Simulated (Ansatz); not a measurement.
## KZnF$_{3}$: enthalpy against pressure

KZnF$_{3}$, Pm-3m, a = 4.128 Å. The structure is a Materials Project entry; whether it is the stable form wasn't checked. Ansatz: PBE, PAW, 420 eV, Γ-centred 6×6×6 mesh on 5 atoms, Gaussian smearing 0.02 eV; no spin polarisation. Cell and atoms are relaxed at each pressure, and no other structure is tried, so the rows at high pressure may lie past a change of phase. y is the enthalpy over the state at zero pressure; there V0 = 14.064 Å³/atom. The pressures are the targets, met within 0.06 GPa.

| P (GPa) | y (eV/atom) |
| --- | --- |
| -3.0 | -0.2695 |
| 0.0 | 0.0000 |
| 3.0 | 0.2581 |
| 8.0 | 0.6688 |
| 15.0 | ? |
| 30.0 | 2.2910 |
| 60.0 | 4.2253 |

Question: Fit y = c1 P + c2 P² + c3 P³ to the other rows, say what c1 and c2 mean, and predict the missing value.

Answer: Least squares on the rows shown. y = 0.087315 P − 0.00044916 P² + 2.7936×10⁻⁶ P³. Since dH/dP = V, c1 is V0: 0.087315 eV/GPa × 160.2 = 13.988 Å³ against 14.064; c2 = −V0/(2B0) gives B0 = 97 GPa, where a Birch–Murnaghan fit to the volumes of the same runs (not shown) gives 70 GPa: a cubic over this range folds the higher terms into c2. Above P = −c2/(3 c3) = 54 GPa the cubic's slope, the volume, would rise with pressure, so the form fails there. At P = 15.0 the fit asked for gives 1.2181 eV/atom. The run gave 1.2124 eV/atom, so the fit is 0.0057 eV/atom too high, 0.13 % of the span of the series, against an rms of 0.0019 eV/atom on the fitted rows. With a term in P⁴ added, a fit to the same known rows predicts 1.2102 eV/atom, so most of the miss is curvature that the known rows already hold.

Cost: 7 runs of about 2.5 core-minutes in all, on Arm Neoverse N1 (shared hosts).